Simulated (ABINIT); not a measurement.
# GaP (F-43m): G0W0 with ABINIT, start to end

Aim: the G0W0 gap of GaP (F-43m) on PBE, step by step.

Calculated with ABINIT 10.8.3; PBE and many-body steps on it, plane waves.

**Experimental background.**

- Gap 2.25 ± 0.04 eV: optical gap from Tauc plot (fundamental, indirect); spectroscopic ellipsometry, Tauc-Lorentz fit and Tauc plot; 300 K; film (GaP layer on Si reference sample) on Si (“Assessment of GaPSb/Si tandem material association properties for photoelectrochemical cells”, 2020, arxiv:2002.02774).

Most raw output is cut from this account.

### Step 1. The starting structure

The structure is cubic, space group F-43m (No. 216). Conventional cell: a = 5.450 Å, b = 5.450 Å, c = 5.450 Å, α = 90.00°, β = 90.00°, γ = 90.00°. Ga has 4 P at 2.36 Å nearest. Nearest to P lie 4 Ga at 2.36 Å. Farther neighbours are not listed.

The cell and positions come from the Crystallography Open Database and are kept as given unless a step says otherwise.

### Step 2. Ground state

This step: ABINIT 10.8.3; DFT, PBE, plane waves, norm-conserving pseudopotentials.

The ground-state density comes first.

The input, run.abi:

```
acell 3*1.0 Angstrom
rprim 
  0.000000000000 2.725250000000 2.725250000000
  2.725250000000 0.000000000000 2.725250000000
  2.725250000000 2.725250000000 0.000000000000
ntypat 2
znucl 31 15
natom 2
typat 1 2
xred 
  0.000000000000 0.000000000000 0.000000000000
  0.250000000000 0.250000000000 0.250000000000
pp_dirpath "pseudos"
pseudos "Ga.upf, P.upf"
ecut 45
ngkpt 6 6 6
nshiftk 1
shiftk 0 0 0
kptopt 1
chksymbreak 0
nband 18
occopt 1
tolvrs 1e-10
nstep 60
prtwf 0
optforces 0
optstress 0
indata_prefix "in"
outdata_prefix "out"
tmpdata_prefix "tmp"
```

Command:

```console
> OMP_NUM_THREADS=1 mpirun -n 8 abinit run.abi > log
```

Wall time 7.7 s (8 MPI ranks of Intel Xeon Platinum 8488C (Sapphire Rapids), shared host); peak memory 0.68 GiB; 60 s of CPU time.

This step gave:

```yaml
total_energy: -6946.1481 eV
gap: 1.653 eV
k_of_the_valence_top: 0, 0, 0
k_of_the_conduction_bottom: 0.5, 0.5, 0
least_direct_gap: 1.809 eV
```

The gap is indirect, with the least direct gap 0.16 eV higher.

### Step 3. Bands along the symmetry lines

The cheap functional maps the bands first; the places of the edges decide which points the dearer methods must see.

The input, run.abi:

```
acell 3*1.0 Angstrom
rprim 
  0.000000000000 2.725250000000 2.725250000000
  2.725250000000 0.000000000000 2.725250000000
  2.725250000000 2.725250000000 0.000000000000
ntypat 2
znucl 31 15
natom 2
typat 1 2
xred 
  0.000000000000 0.000000000000 0.000000000000
  0.250000000000 0.250000000000 0.250000000000
pp_dirpath "pseudos"
pseudos "Ga.upf, P.upf"
ecut 45
iscf -2
irdden 1
kptopt 0
nkpt 50
kpt 
  0.00000000 0.00000000 0.00000000
  -0.06250000 -0.06250000 0.00000000
  -0.12500000 -0.12500000 0.00000000
  -0.18750000 -0.18750000 0.00000000
  -0.25000000 -0.25000000 0.00000000
  -0.31250000 -0.31250000 0.00000000
  -0.37500000 -0.37500000 0.00000000
  -0.43750000 -0.43750000 0.00000000
  -0.50000000 -0.50000000 0.00000000
  -0.48437500 -0.48437500 0.03125000
  -0.46875000 -0.46875000 0.06250000
  -0.45312500 -0.45312500 0.09375000
  -0.43750000 -0.43750000 0.12500000
  -0.42187500 -0.42187500 0.15625000
  -0.40625000 -0.40625000 0.18750000
  -0.39062500 -0.39062500 0.21875000
  -0.37500000 -0.37500000 0.25000000
  -0.37500000 0.00000000 0.37500000
  -0.32812500 0.00000000 0.32812500
  -0.28125000 0.00000000 0.28125000
  -0.23437500 0.00000000 0.23437500
  -0.18750000 0.00000000 0.18750000
  -0.14062500 0.00000000 0.14062500
  -0.09375000 0.00000000 0.09375000
  -0.04687500 0.00000000 0.04687500
  0.00000000 0.00000000 0.00000000
  0.00000000 0.00000000 0.06250000
  0.00000000 0.00000000 0.12500000
  0.00000000 0.00000000 0.18750000
  0.00000000 0.00000000 0.25000000
  0.00000000 0.00000000 0.31250000
  0.00000000 0.00000000 0.37500000
  0.00000000 0.00000000 0.43750000
  -0.00000000 -0.00000000 0.50000000
  -0.06250000 -0.03125000 0.46875000
  -0.12500000 -0.06250000 0.43750000
  -0.18750000 -0.09375000 0.40625000
  -0.25000000 -0.12500000 0.37500000
  -0.31250000 -0.15625000 0.34375000
  -0.37500000 -0.18750000 0.31250000
  -0.43750000 -0.21875000 0.28125000
  -0.50000000 -0.25000000 0.25000000
  -0.50000000 -0.28125000 0.21875000
  -0.50000000 -0.31250000 0.18750000
  -0.50000000 -0.34375000 0.15625000
  -0.50000000 -0.37500000 0.12500000
  -0.50000000 -0.40625000 0.09375000
  -0.50000000 -0.43750000 0.06250000
  -0.50000000 -0.46875000 0.03125000
  -0.50000000 -0.50000000 0.00000000
istwfk *1
nband 20
nbdbuf 2
tolwfr 1e-08
nstep 40
prtwf 0
prtvol 0
indata_prefix "in"
outdata_prefix "out"
tmpdata_prefix "tmp"
```

Run time: 11 s. Hardware: 8 MPI ranks; peak memory 0.62 GiB; 86 s of CPU time.

This step gave:

| Quantity | Value |
| --- | --- |
| gap | 1.592 eV |
| k of the valence top | 0, 0, 0 |
| k of the conduction bottom | -0.4375, -0.4375, 0 |
| least direct gap | 1.809 eV |

The gap is 1.592 eV, −0.061 eV from the run before at this level.

The electronic bands at the labelled points (eV, zero at the top of the highest filled band):

```csv
point,band 10,band 11,band 12,band 13,band 14,band 15,band 16,band 17
Γ,-12.50,0.00,0.00,0.00,1.81,3.88,3.88,3.88
halfway,-11.46,-3.68,-1.68,-1.68,2.18,3.72,6.74,6.74
X,-9.53,-6.76,-2.68,-2.68,1.65,1.82,10.57,10.57
halfway,-9.51,-6.71,-3.24,-2.57,1.84,2.75,9.51,9.66
U,-9.57,-6.55,-3.94,-2.26,2.19,4.80,8.23,8.25
jump to K,-9.57,-6.55,-3.94,-2.26,2.19,4.80,8.23,8.25
halfway,-11.36,-4.25,-2.45,-0.67,3.28,4.99,5.00,5.86
Γ,-12.50,0.00,0.00,0.00,1.81,3.88,3.88,3.88
halfway,-11.72,-3.88,-0.66,-0.66,2.15,4.74,4.74,6.34
L,-10.43,-6.64,-1.12,-1.12,1.66,4.72,4.72,8.28
halfway,-10.03,-6.42,-3.20,-1.94,3.45,4.30,6.45,7.91
W,-9.44,-6.56,-3.58,-3.42,4.70,4.86,6.10,6.15
halfway,-9.49,-6.67,-3.17,-3.09,2.77,2.94,8.49,8.58
X,-9.53,-6.76,-2.68,-2.68,1.65,1.82,10.57,10.57
```

### Step 4. Empty states on the mesh, 4×4×4 mesh, 84 bands

The sums over transitions need many empty states on a uniform mesh; this step solves for them.

The input, run.abi:

```
acell 3*1.0 Angstrom
rprim 
  0.000000000000 2.725250000000 2.725250000000
  2.725250000000 0.000000000000 2.725250000000
  2.725250000000 2.725250000000 0.000000000000
ntypat 2
znucl 31 15
natom 2
typat 1 2
xred 
  0.000000000000 0.000000000000 0.000000000000
  0.250000000000 0.250000000000 0.250000000000
pp_dirpath "pseudos"
pseudos "Ga.upf, P.upf"
ecut 45
ngkpt 4 4 4
nshiftk 1
shiftk 0 0 0
kptopt 1
chksymbreak 0
iscf -2
irdden 1
istwfk *1
nband 84
nbdbuf 6
tolwfr 1e-09
nstep 60
prtvol 0
indata_prefix "in"
outdata_prefix "out"
tmpdata_prefix "tmp"
```

Run time: 11 s. Hardware: 8 MPI ranks; peak memory 0.62 GiB.

This step gave:

* gap: 1.653 eV
* k of the valence top: 0, 0, 0
* k of the conduction bottom: 0.5, 0.5, 0
* least direct gap: 1.809 eV
* k points computed: 8
* lowest point of the top converged band, above the valence top: 68.0696 eV

On this mesh the gap is 1.653 eV.

### Step 5. Screening, 4×4×4 mesh, 78 bands, screening to 136.1 eV

The RPA dielectric matrix is built and inverted for each q.

This step: RPA screening on PBE, plane waves, norm-conserving pseudopotentials.

Edit run.abi of step 4 so:

```diff
@@ -20,10 +20,11 @@
 chksymbreak 0
-iscf -2
-irdden 1
 istwfk *1
-nband 84
-nbdbuf 6
-tolwfr 1e-09
-nstep 60
-prtvol 0
+occopt 1
+irdwfk 1
+optdriver 3
+nband 78
+ecuteps 5
+inclvkb 2
+awtr 1
+symchi 1
 indata_prefix "in"
```

The job ended after 11 s (8 MPI ranks; peak memory 1.4 GiB).

This step gave:

- ε∞ with local fields, on this mesh, along the program's q direction: 18.11
- the same without local fields: 19.71
- plasma frequency: 29.76 eV
- plane waves in the screening matrix: 137

Local fields lower ε∞ by 8 %. On a Γ-centred mesh this coarse the value itself is usually too large, while a short band sum pulls it down.

### Step 6. Self-energy, 4×4×4 mesh, 78 bands, screening to 136.1 eV

The self-energy is evaluated for the states that the input lists, and the levels follow from it, in one-shot runs by the linearised quasiparticle equation.

This step: G0W0 on PBE, plane waves, norm-conserving pseudopotentials.

Edit run.abi of step 5 so:

```diff
@@ -23,8 +23,17 @@
 irdwfk 1
-optdriver 3
+optdriver 4
 nband 78
+gwcalctyp 0
+ecutsigx 45
+symsigma 1
+nkptgw 2
+kptgw 
+  0.0000000000 0.0000000000 0.0000000000
+  0.5000000000 0.5000000000 0.0000000000
+bdgw 
+  11 17
+  12 15
 ecuteps 5
-inclvkb 2
-awtr 1
-symchi 1
+irdscr 1
+ppmodel 1
 indata_prefix "in"
```

Run time: 4 s. Hardware: 8 MPI ranks; peak memory 1.2 GiB.

This step gave:

* G0W0 gap on the points computed: 2.174 eV
* starting gap on the mesh: 1.653 eV
* k of the valence top: 0, 0, 0
* k of the conduction bottom: 0.5, 0.5, 0
* Z at the valence top: 0.784
* Z at the conduction bottom: 0.808
* least direct G0W0 gap on the computed points: 2.680 eV

The gap on the mesh goes from 1.65 eV to 2.17 eV, a correction of +0.52 eV.

Limits: finite bands, cutoff and mesh; no spin-orbit coupling; coarse k mesh. v1 is the top filled band, c1 the lowest empty one. The levels before and after the correction (eV, zero at the valence-band top of each column):

|  | conduction bottom | valence top |
| --- | --- | --- |
| Kohn-Sham | 1.65 | 0.00 |
| G0W0 | 2.17 | 0.00 |

|  | level | energy (eV) |
| --- | --- | --- |
| Kohn-Sham | Γ v3-v1 | 0.000 |
| Kohn-Sham | Γ c1 | 1.809 |
| Kohn-Sham | Γ c2-c4 | 3.885 |
| Kohn-Sham | (0.5 0.5 0) v2-v1 | -2.685 |
| Kohn-Sham | (0.5 0.5 0) c1 | 1.653 |
| Kohn-Sham | (0.5 0.5 0) c2 | 1.820 |
| G0W0 | Γ v3-v1 | 0.000 |
| G0W0 | Γ c1 | 2.680 |
| G0W0 | Γ c2-c4 | 4.751 |
| G0W0 | (0.5 0.5 0) v2-v1 | -2.817 |
| G0W0 | (0.5 0.5 0) c1 | 2.174 |
| G0W0 | (0.5 0.5 0) c2 | 2.491 |

### Step 7. Where the time went

Times are wall times on 8 MPI ranks of Intel Xeon Platinum 8488C (Sapphire Rapids), shared host, good to a factor of about two.

```
                          step   time  share  memory (GiB)
                  ground state  7.7 s   17 %          0.68
bands along the symmetry lines   11 s   25 %          0.62
      empty states on the mesh   11 s   24 %          0.62
                     screening   11 s   25 %           1.4
                   self-energy    4 s    9 %           1.2
```

### Step 8. Outcome

```
PBE gap                              : 1.59 eV, indirect
G0W0 gap on the mesh                 : 2.17 eV
G0W0 gap over the zone (rigid shift) : 2.11 eV
GW settings                          : 4×4×4 mesh, 78 bands, screening to 136.1 eV, Godby-Needs plasmon pole
known limits                         : not at the basis limit; no spin-orbit coupling; coarse k mesh
```

In words: G0W0 moves the gap on the mesh from 1.65 eV to 2.17 eV (+0.52 eV), with Z of 0.78 and 0.81 at the edges. The mesh misses the band edges by 0.06 eV in all; a rigid shift gives 2.11 eV for the zone. Local fields lower the RPA ε∞ on this mesh from 19.71 to 18.11; a Γ-centred mesh this coarse tends to raise both, most where the direct gap is narrow, while a short band sum lowers them. Only 2 of the mesh's irreducible points were corrected, so a valley elsewhere could overtake. Against experiment, by G0W0@PBE: the gap of 2.11 eV lies −0.14 eV from the measured 2.25 ± 0.04 eV (indirect, 300 K, on Si, 2020). The calculation has static nuclei and no excitons; a measured gap holds zero-point and thermal motion, which mostly lowers it. Bands and cutoff are finite, so the gap is not at the basis limit. The miss can reach some tenths of an eV and take either sign; the mesh is an error of its own. In the G0W0 run levels were corrected at 2 k points alone, so a gap called «on the mesh» is the least over those, and an edge elsewhere would be missed. A denser mesh or path gives a starting gap of 1.59 eV: the GW mesh misses a band edge, so its gaps are not the fundamental one. The 4×4×4 mesh is coarse for this cell, which bears on the long-range parts of exchange and screening. The many-body steps are scalar-relativistic: spin-orbit coupling is not in them.

[Paths, hosts, dates, memory and timing lines, banners, echoed tables and standing remarks are left out of the program output.]

[Logs are printed without paths, hosts, clocks, repeated set-up lines and the standing remarks that a program may print on its own settings, such as how far it seeks lower states.]

[Runs of the session that timed out or met a known fault of the program may be left out.]

[Hosts, paths, dates, database ids (printed as entryN), source tags and the programs' standing remarks are cut or masked in the printed files.]

[G0W0 gaps are taken among the corrected bands and points alone; a level outside them can change the order at an edge.]

[Where Ansatz stands beside ABINIT at settings called matched, ABINIT's density can come from a denser mesh and the files from another edition; pairs whose starting gaps differed by over 0.03 eV were left out, so agreement reads better than it is.]
